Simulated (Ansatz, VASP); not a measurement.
**One calculation of Pt, two programs**

```
Pt
1.0
     4.54302    0.00000    0.00000
    -2.27151    3.93437    0.00000
     0.00000    0.00000    2.72520
Pt
3
Direct
  0.00000 0.00000 0.00000
  0.33333 0.66667 0.50000
  0.66667 0.33333 0.50000
```

Alike in both runs: functional PBE; k mesh 8 × 8 × 11; occupations fermi-dirac, width 0.05 eV; no spin polarisation.

Ansatz relaxed the structure, and its values are those at the end. VASP's run is a single point on that final structure, the one shown.

|  | VASP | Ansatz |
| --- | --- | --- |
| version | VASP 6.6.1 | Ansatz 0.2.0 |
| potentials or method | VASP PAW PBE potentials, release 64 (Pt), cutoff 520 eV | all-electron LAPW, scalar-relativistic |

Ansatz gave:

```
pressure (GPa) : -2.9
```

Task: What did VASP give for the same quantities?

Result: Pressure (GPa): -3.4.

Ansatz ran all-electron here, so the differences hold the error of VASP's frozen core and of both bases.

Spin-orbit coupling is left out, which matters for the levels of Pt.
